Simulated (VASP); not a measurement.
# Te (P3_121) in VASP: settings compared

The runs below take Te through relaxation of shape and atoms at fixed volume, relaxation of cell and atoms, with r2SCAN, PBE+D3(BJ).

Everything below comes from runs of VASP 6.6.1. Logs are shortened: lines on timing, memory, paths and dates and some standing lists are left out, and cuts for length are marked.

## (1) The crystal as given

The structure is trigonal, space group P3_121 (No. 152). Conventional cell: a = 4.454 Å, b = 4.454 Å, c = 5.924 Å, α = 90.00°, β = 90.00°, γ = 120.00°. Te (site symmetry 2) is surrounded by 2 Te at 2.86 Å.

## (2) Relaxation of shape and atoms at fixed volume, r2SCAN (a relaxed cell with its volume scaled by 1.02)

Input file INCAR:

```
SYSTEM = Te
PREC = Accurate
ENCUT = 600
EDIFF = 1E-7
ISMEAR = 0
SIGMA = 0.03
LREAL = .False.
LASPH = .True.
NELM = 80
ALGO = Normal
ISIF = 4
LWAVE = .False.
LCHARG = .False.
METAGGA = R2SCAN
LMIXTAU = .True.
IBRION = 2
NSW = 40
EDIFFG = -0.01
```

Input file KPOINTS:

```
Automatic mesh
0
Gamma
  9 9 6
  0 0 0
```

Input file POSCAR:

```
Te                                      
1.0
    4.6363192117      0.0000000000      0.0000000000
   -2.3181596059      4.0151702174     -0.0000000000
    0.0000000000      0.0000000000      5.9501008410
  Te            
     3
Direct
     0.2551234099192922    0.0000000000000000    0.3333333332999970
     0.0000000000000000    0.2551234099192922    0.6666666667000030
     0.7448765900807078    0.7448765900807078    1.0000000000000000
```

Potentials or basis: VASP PAW PBE potentials, release 64 (Te).

Command:

```
cat potpaw_PBE.64/Te/POTCAR > POTCAR
mpirun -np 1 vasp_std > vasp.out
```

OUTCAR:

```text
SYSTEM = Te
   PREC = Accurate
   ENCUT = 600
   EDIFF = 1E-7
   ISMEAR = 0
   LREAL = .False.
   LASPH = .True.
   NELM = 80
   ISIF = 4
   METAGGA = R2SCAN
   IBRION = 2
   NSW = 40
   EDIFFG = -0.01

 ion  position               nearest neighbor table
   1  0.255  0.000  0.333-   3 2.85   2 2.85   3 3.63   3 3.63   2 3.63   2 3.63
   2  0.000  0.255  0.667-   3 2.85   1 2.85   3 3.63   3 3.63   1 3.63   1 3.63
   3  0.745  0.745  0.000-   1 2.85   2 2.85   2 3.63   1 3.63   1 3.63   2 3.63

  LATTYP: Found a hexagonal cell.
 ALAT       =     4.6363192117
 C/A-ratio  =     1.2833673803

  Lattice vectors:

 A1 = (   4.6363192117,   0.0000000000,   0.0000000000)
 A2 = (  -2.3181596059,   4.0151702174,   0.0000000000)
 A3 = (   0.0000000000,   0.0000000000,   5.9501008410)

Analysis of symmetry for initial positions (statically):
=====================================================================
 Subroutine PRICEL returns:
 Original cell was already a primitive cell.

 Routine SETGRP: Setting up the symmetry group for a
 hexagonal supercell.

 Subroutine GETGRP returns: Found  6 space group operations
 (whereof  2 operations were pure point group operations)
 out of a pool of 24 trial point group operations.

The static configuration has the point symmetry C_2 .
 The point group associated with its full space group is D_3 .

Analysis of symmetry for dynamics (positions and initial velocities):
=====================================================================
 Subroutine PRICEL returns:
 Original cell was already a primitive cell.

 Routine SETGRP: Setting up the symmetry group for a
 hexagonal supercell.

 Subroutine GETGRP returns: Found  6 space group operations
 (whereof  2 operations were pure point group operations)
 out of a pool of 24 trial point group operations.

The dynamic configuration has the point symmetry C_2 .
 The point group associated with its full space group is D_3 .

 Subroutine INISYM returns: Found  6 space group operations
 (whereof  2 operations are pure point group operations),
 and found     1 'primitive' translations

----------------------------------------------------------------------------------------

                                     Primitive cell

  volume of cell :     110.7648

  direct lattice vectors                    reciprocal lattice vectors
     4.636319212  0.000000000  0.000000000     0.215688341  0.124527722  0.000000000
    -2.318159606  4.015170217  0.000000000     0.000000000  0.249055444  0.000000000
     0.000000000  0.000000000  5.950100841     0.000000000  0.000000000  0.168064379

  length of vectors
     4.636319212  4.636319212  5.950100841     0.249055444  0.249055444  0.168064379

  position of ions in fractional coordinates (direct lattice)
     0.255123410  0.000000000  0.333333333
     0.000000000  0.255123410  0.666666667
     0.744876590  0.744876590  0.000000000

  ion indices of the primitive-cell ions
   primitive index   ion index
                 1           1
                 2           2
                 3           3

----------------------------------------------------------------------------------------

 KPOINTS: Automatic mesh

Automatic generation of k-mesh.
 Grid dimensions read from file:
 generate k-points for:    9    9    6

 Generating k-lattice:

  Cartesian coordinates                     Fractional coordinates (reciprocal lattice)
     0.023965371  0.013836414  0.000000000     0.111111111  0.000000000  0.000000000
     0.000000000  0.027672827  0.000000000     0.000000000  0.111111111  0.000000000
     0.000000000  0.000000000  0.028010730     0.000000000  0.000000000  0.166666667

  Length of vectors
     0.027672827  0.027672827  0.028010730

  Shift w.r.t. Gamma in fractional coordinates (k-lattice)
     0.000000000  0.000000000  0.000000000

 Subroutine IBZKPT returns following result:
 ===========================================

 Found     62 irreducible k-points:

 Following reciprocal coordinates:
            Coordinates               Weight
  0.000000  0.000000  0.000000      1.000000
  0.111111  0.000000  0.000000      6.000000
  0.222222  0.000000  0.000000      6.000000
  0.333333  0.000000  0.000000      6.000000
  0.444444  0.000000  0.000000      6.000000
  0.111111  0.111111  0.000000      6.000000
[... 16 lines left out ...]
  0.222222  0.111111  0.166667     12.000000
 -0.111111  0.333333  0.166667     12.000000
 [... further k-points ...]
   k-points           NKPTS =     62   k-points in BZ     NKDIM =     62   number of bands    NBANDS=     13
   number of dos      NEDOS =    301   number of ions     NIONS =      3
   total plane-waves  NPLWV =  76800
   dimension x,y,z NGX =    40 NGY =   40 NGZ =   48
   dimension x,y,z NGXF=    80 NGYF=   80 NGZF=   96
   ions per type =               3
   NGX,Y,Z   is equivalent  to a cutoff of  14.34, 14.34, 13.41 a.u.
   NGXF,Y,Z  is equivalent  to a cutoff of  28.69, 28.69, 26.82 a.u.
 SYSTEM =  Te
   PREC   = accura    normal or accurate (medium, high low for compatibility)
   ISTART =      0    job   : 0-new  1-cont  2-samecut
   ICHARG =      2    charge: 1-file 2-atom 10-const
   ISPIN  =      1    spin polarized calculation?
   LNONCOLLINEAR =      F non collinear calculations
   LSORBIT =      F    spin-orbit coupling
   LASPH  =      T    aspherical Exc in radial PAW
   ENCUT  =  600.0 eV  44.10 Ry    6.64 a.u.   9.26  9.26 11.88*2*pi/ulx,y,z
   NELM   =     80;   NELMIN=  2; NELMDL= -5     # of ELM steps
   EDIFF  = 0.1E-06   stopping-criterion for ELM
   LREAL  =      F    real-space projection
   EDIFFG = -.1E-01   stopping-criterion for IOM
   NSW    =     40    number of steps for IOM
   IBRION =      2    ionic relax: 0-MD 1-quasi-New 2-CG
   NFREE  =      1    steps in history (QN), initial steepest desc. (CG)
   ISIF   =      4    stress and relaxation
   ISYM   =      2    0-nonsym 1-usesym 2-fastsym
   POTIM  = 0.5000    time-step for ionic-motion
   TEBEG  =    0.0;   TEEND  =   0.0 temperature during run
   PSTRESS=    0.0 pullay stress
   NELECT =      18.0000    total number of electrons
   NUPDOWN=      -1.0000    fix difference up-down
   EMIN   =  10.00;   EMAX   =-10.00  energy-range for DOS
   EFERMI =   0.00;   METHOD = LEGACY
   ISMEAR =     0;   SIGMA  =   0.03  broadening in eV -4-tet -1-fermi 0-gaus
   EFERMI_NEDOS =   21; number of points for ismear=-14 and -15
   IALGO  =     38    algorithm
   IMIX   =      4    mixing-type and parameters
     AMIX     =   0.40;   BMIX     =  1.00
     AMIX_MAG =   1.60;   BMIX_MAG =  1.00
  volume/ion in A,a.u.               =      36.92       249.16
  Fermi-wavevector in a.u.,A,eV,Ry     =   0.893371  1.688226 10.858967  0.798112
  Thomas-Fermi vector in A             =   2.015440
   LORBIT       =      0    0 simple, 1 ext, 2 COOP (PROOUT), +10 PAW based schemes
   METAGGA = R2SCAN    functional components
   LHFCALC =     F    Hartree Fock is set to
   AEXX    =    0.0000 exact exchange contribution
   IVDW    =     0    specifies the selected vdW correction
   LEPSILON=     F    determine dielectric tensor
   LRPA    =     F    only Hartree local field effects (RPA)
 conjugate gradient relaxation of ions
 non-spin polarized calculation
 Gauss-broadening in eV      SIGMA  =   0.03
  energy-cutoff  :      600.00
  volume of cell :      110.76
 maximum number of plane-waves:      3756
 NGX is ok and might be reduce to    40
   NGX = 19   NGY = 19   NGZ = 23

--------------------------------------- Ionic step        1  -------------------------------------------

 number of electron      17.9999999 magnetization

 Free energy of the ion-electron system (eV)
  ---------------------------------------------------
  ext. energy  EPLUGINS =         0.00000000
  ---------------------------------------------------
  free energy    TOTEN  =       -76.24231472 eV

  energy without entropy =      -76.24231472  energy(sigma->0) =      -76.24231472

------------------------ aborting loop because EDIFF is reached ----------------------------------------

  FORCE on cell =-STRESS in cart. coord.  units (eV):
  Direction    XX          YY          ZZ          XY          YZ          ZX
  --------------------------------------------------------------------------------------
  -------------------------------------------------------------------------------------
  Total       -0.4804222     -0.4804222     -0.7673376      0.0000000      0.0000000      0.0000000
  in kB       -6.9491549     -6.9491549    -11.0992960      0.0000000      0.0000000      0.0000000
  external PRESSURE =      -8.3325352 kB  Pullay stress =       0.0000000 kB
[... 59 lines left out ...]
  energy  without entropy=      -76.2448479436  energy(sigma->0) =      -76.24484794

--------------------------------------- Ionic step        3  -------------------------------------------

 number of electron      18.0000000 magnetization

 Free energy of the ion-electron system (eV)
  ---------------------------------------------------
  ext. energy  EPLUGINS =         0.00000000
  ---------------------------------------------------
  free energy    TOTEN  =       -76.24637675 eV

  energy without entropy =      -76.24637675  energy(sigma->0) =      -76.24637675

 E-fermi :   4.8640     XC(G=0):  -9.0647

 val. band max:        4.6968990567   @ k =   0.3333   0.3333   0.5000
 cond. band min:       5.2935666844   @ k =   0.3333   0.3333   0.5000
 fundamental gap:      0.5966676277
 Fermi energy:         4.8640337773

 k-point     1 :       0.0000    0.0000    0.0000
  band No.  band energies     occupation
      1      -9.0358      2.00000
      2      -5.6580      2.00000
      3      -5.6580      2.00000
      4       1.5753      2.00000
      5       1.7638      2.00000
      6       1.7638      2.00000
      7       3.1017      2.00000
      8       3.1017      2.00000
      9       4.1341      2.00000
     10       6.0097      0.00000
     11       6.0097      0.00000
     12       6.5178      0.00000
     13      10.2161      0.00000
[... 353 lines left out ...]
 k-point    24 :      -0.1111    0.3333    0.1667
  band No.  band energies     occupation
      1      -8.5182      2.00000
      2      -6.5158      2.00000
      3      -5.0655      2.00000
      4       0.1823      2.00000
      5       0.5759      2.00000
      6       1.5559      2.00000
      7       2.8872      2.00000
      8       3.5230      2.00000
      9       4.1355      2.00000
     10       5.9490      0.00000
     11       6.5492      0.00000
     12       6.8435      0.00000
     13       9.2635      0.00000

 [... further k-points ...]

------------------------ aborting loop because EDIFF is reached ----------------------------------------

  FORCE on cell =-STRESS in cart. coord.  units (eV):
  Direction    XX          YY          ZZ          XY          YZ          ZX
  --------------------------------------------------------------------------------------
  -------------------------------------------------------------------------------------
  Total       -0.1863936     -0.1863936     -0.2248231      0.0000000      0.0000000     -0.0000000
  in kB       -2.6961247     -2.6961247     -3.2519955      0.0000000      0.0000000     -0.0000000
  external PRESSURE =      -2.8814150 kB  Pullay stress =       0.0000000 kB
[... 18 lines left out ...]
  FREE ENERGIE OF THE ION-ELECTRON SYSTEM (eV)
  ---------------------------------------------------
  free  energy   TOTEN  =       -76.2463767505 eV

  energy  without entropy=      -76.2463767505  energy(sigma->0) =      -76.24637675

 reached required accuracy - stopping structural energy minimisation
```

Wall time 16 min (1 thread of Intel Xeon Platinum 8488C (Sapphire Rapids), shared host); peak memory 0.35 GiB.

Results:

| Item | Value |
| --- | --- |
| Free energy | -76.2464 eV |
| Energy gained by relaxing | 1.4 meV/atom |
| Ionic steps | 3 |
| Pressure after relaxing | -0.3 GPa |
| Largest force after relaxing | 0.009 eV/Å |
| Band gap on the k mesh | 0.60 eV, direct |

Forces in eV/Å, atoms in the order of the input:
```
Te  -0.009  0.000  0.000
Te   0.004 -0.008  0.000
Te   0.004  0.008  0.000
```

The path:
```csv
step,energy change (eV),largest force (eV/Å),pressure (GPa)
1,0.0000,0.1238,-0.83
2,-0.0025,0.0765,-0.61
3,-0.0041,0.0089,-0.29
```

Final structure:
```cif
data_structure
_symmetry_space_group_name_H-M 'P 1'
_symmetry_Int_Tables_number 1
_cell_length_a 4.6531
_cell_length_b 4.6531
_cell_length_c 5.9072
_cell_angle_alpha 90.000
_cell_angle_beta 90.000
_cell_angle_gamma 120.000
_cell_volume 110.76
loop_
_atom_site_label
_atom_site_type_symbol
_atom_site_fract_x
_atom_site_fract_y
_atom_site_fract_z
_atom_site_occupancy
Te1 Te 0.25210 0.00000 0.33333 1
Te2 Te 0.00000 0.25210 0.66667 1
Te3 Te 0.74790 0.74790 0.00000 1
```

Levels at points of the mesh, in eV from the valence-band top:
| k point | band 6 | band 7 | band 8 | band 9 | band 10 | band 11 | band 12 | band 13 |
| --- | --- | --- | --- | --- | --- | --- | --- | --- |
| (0.00, 0.00, 0.00) | -2.93 | -1.60 | -1.60 | -0.56 | 1.31 | 1.31 | 1.82 | 5.52 |
| (0.00, 0.00, 0.50) | -2.70 | -1.27 | -1.15 | -1.15 | 0.87 | 0.96 | 0.96 | 4.87 |

Caveat: the PAW data sets were made with another functional, which shifts forces and pressure a little; spin-orbit coupling is left out, which moves the levels of the heavy elements; an odd mesh through Γ misses points on the zone boundary, where band edges often lie.

## (3) Relaxation of shape and atoms at fixed volume, r2SCAN (a relaxed cell with its volume scaled by 1.04)

INCAR is that of step 2.

KPOINTS is that of step 2.

Input file POSCAR:

```
Te                                      
1.0
    4.6664260242      0.0000000000      0.0000000000
   -2.3332130121      4.0412434819     -0.0000000000
    0.0000000000      0.0000000000      5.9887389421
  Te            
     3
Direct
     0.2551234099192922    0.0000000000000000    0.3333333332999970
     0.0000000000000000    0.2551234099192922    0.6666666667000030
     0.7448765900807078    0.7448765900807078    1.0000000000000000
```

Potentials or basis: VASP PAW PBE potentials, release 64 (Te).

Command:

```
cat potpaw_PBE.64/Te/POTCAR > POTCAR
mpirun -np 1 vasp_std > vasp.out
```

OUTCAR:

```text
SYSTEM = Te
   PREC = Accurate
   ENCUT = 600
   EDIFF = 1E-7
   ISMEAR = 0
   LREAL = .False.
   LASPH = .True.
   NELM = 80
   ISIF = 4
   METAGGA = R2SCAN
   IBRION = 2
   NSW = 40
   EDIFFG = -0.01

 ion  position               nearest neighbor table
   1  0.255  0.000  0.333-   3 2.87   2 2.87   3 3.65   3 3.65   2 3.65   2 3.65
   2  0.000  0.255  0.667-   3 2.87   1 2.87   3 3.65   3 3.65   1 3.65   1 3.65
   3  0.745  0.745  0.000-   1 2.87   2 2.87   1 3.65   2 3.65   2 3.65   1 3.65

  LATTYP: Found a hexagonal cell.
 ALAT       =     4.6664260242
 C/A-ratio  =     1.2833673803

  Lattice vectors:

 A1 = (   4.6664260242,   0.0000000000,   0.0000000000)
 A2 = (  -2.3332130121,   4.0412434819,   0.0000000000)
[... 313 lines left out ...]
  band No.  band energies     occupation
      1      -9.1934      2.00000
      2      -5.8357      2.00000
      3      -5.8357      2.00000
      4       1.3624      2.00000
      5       1.5048      2.00000
      6       1.5048      2.00000
      7       2.8854      2.00000
      8       2.8854      2.00000
      9       3.9564      2.00000
     10       5.8320      0.00000
     11       5.8320      0.00000
     12       6.3047      0.00000
     13      10.0151      0.00000
[... 354 lines left out ...]
  band No.  band energies     occupation
      1      -8.7090      2.00000
      2      -6.6947      2.00000
      3      -5.2488      2.00000
      4       0.0437      2.00000
      5       0.4047      2.00000
      6       1.3845      2.00000
      7       2.6817      2.00000
      8       3.2943      2.00000
      9       3.9119      2.00000
     10       5.7782      0.00000
     11       6.3647      0.00000
     12       6.6536      0.00000
     13       9.1214      0.00000

 [... further k-points ...]

------------------------ aborting loop because EDIFF is reached ----------------------------------------

  FORCE on cell =-STRESS in cart. coord.  units (eV):
  Direction    XX          YY          ZZ          XY          YZ          ZX
  --------------------------------------------------------------------------------------
  -------------------------------------------------------------------------------------
  Total       -0.2823362     -0.2823362     -0.3083142      0.0000000      0.0000000      0.0000000
  in kB       -4.0053678     -4.0053678     -4.3739043      0.0000000      0.0000000      0.0000000
  external PRESSURE =      -4.1282133 kB  Pullay stress =       0.0000000 kB
[... 18 lines left out ...]
  FREE ENERGIE OF THE ION-ELECTRON SYSTEM (eV)
  ---------------------------------------------------
  free  energy   TOTEN  =       -76.2420775097 eV

  energy  without entropy=      -76.2420775097  energy(sigma->0) =      -76.24207751

 reached required accuracy - stopping structural energy minimisation
```

Run time: 18 min. Hardware: 1 thread of Intel Xeon Platinum 8488C (Sapphire Rapids), shared host; peak memory 0.35 GiB.

What came out:

| Item | Value |
| --- | --- |
| Free energy | -76.2421 eV |
| Energy gained by relaxing | 5.4 meV/atom |
| Ionic steps | 4 |
| Pressure after relaxing | -0.4 GPa |
| Largest force after relaxing | 0.007 eV/Å |
| Band gap on the k mesh | 0.65 eV, indirect (least direct gap 0.67 eV) |

Forces on the atoms (eV/Å):
```
Te   0.007  0.000  0.000
Te  -0.003  0.006  0.000
Te  -0.003 -0.006  0.000
```

Step by step:
| step | energy change (eV) | largest force (eV/Å) | pressure (GPa) |
| --- | --- | --- | --- |
| 1 | 0.0000 | 0.2416 | -1.60 |
| 2 | -0.0098 | 0.1570 | -1.18 |
| 3 | -0.0162 | 0.0169 | -0.52 |
| 4 | -0.0163 | 0.0070 | -0.41 |

Final structure:
```yaml
crystal:
  lattice:
    - [4.70368, 0.00000, 0.00000]
    - [-2.35184, 4.07350, 0.00000]
    - [0.00000, 0.00000, 5.89426]
  atoms:
    - { symbol: Te, position: [0.24850, 0.00000, 0.33333] }
    - { symbol: Te, position: [0.00000, 0.24850, 0.66667] }
    - { symbol: Te, position: [0.75150, 0.75150, 0.00000] }
```

Levels at points of the mesh, in eV from the valence-band top:
```tsv
k point	band 6	band 7	band 8	band 9	band 10	band 11	band 12	band 13
(0.00, 0.00, 0.00)	-2.98	-1.60	-1.60	-0.52	1.35	1.35	1.82	5.53
(0.00, 0.00, 0.50)	-2.70	-1.24	-1.17	-1.17	0.91	1.00	1.00	4.96
```

Caveat: the PAW data sets were made with another functional, which shifts forces and pressure a little; spin-orbit coupling is left out, which moves the levels of the heavy elements; an odd mesh through Γ misses points on the zone boundary, where band edges often lie.

(Part 1 of 2 ends here.)
